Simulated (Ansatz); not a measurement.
## Ru under strains and displacements

Level of theory: Ansatz 0.2.0, DFT PBE, scalar-relativistic, plane waves, PAW.

Settings: cutoff 420 eV, Γ-centred mesh 18×18×18 on the computed 1-atom cell, Gaussian smearing of 0.10 eV; no spin polarisation.

Reference cell:

```
CELL_PARAMETERS angstrom
0.00000 1.91500 1.91500
1.91500 0.00000 1.91500
1.91500 1.91500 0.00000
ATOMIC_POSITIONS crystal
Ru 0.00000 0.00000 0.00000
```

Each variant moves atoms of this cell by the vectors given, if any (Å), and then applies a symmetric strain (tensor components, Cartesian axes). The reference cell isn't relaxed at this level. Energies are per atom at zero smearing, counted from the lowest variant. Pressure is positive in compression.

1. strain (xx yy zz yz xz xy, %) 4.20 4.20 4.20 0.00 0.00 0.00
2. strain (xx yy zz yz xz xy, %) -2.15 -2.15 -2.15 0.00 0.00 0.00
3. strain (xx yy zz yz xz xy, %) -0.08 -0.08 -0.08 0.00 0.00 0.00
4. strain (xx yy zz yz xz xy, %) 1.56 1.56 1.56 0.00 0.00 0.00
5. strain (xx yy zz yz xz xy, %) 3.99 3.99 3.99 0.00 0.00 0.00
6. strain (xx yy zz yz xz xy, %) 2.05 2.05 2.05 0.00 0.00 0.00

| result | ΔE (meV/atom) | P (GPa) |
| --- | --- | --- |
| A | 221.8 | -30.22 |
| B | 31.7 | 17.19 |
| C | 203.6 | -29.32 |
| D | 0.0 | -3.87 |
| E | 69.8 | -19.40 |
| F | 46.0 | -16.33 |

Problem. Which variant gave which result?

Solution. A is 1, B is 2, C is 5, D is 3, E is 6, F is 4. The pressure falls as the cell grows: from the smallest volume to the largest the variants are 2, 3, 4, 6, 5, 1.

This fcc form isn't the element's structure at ambient conditions.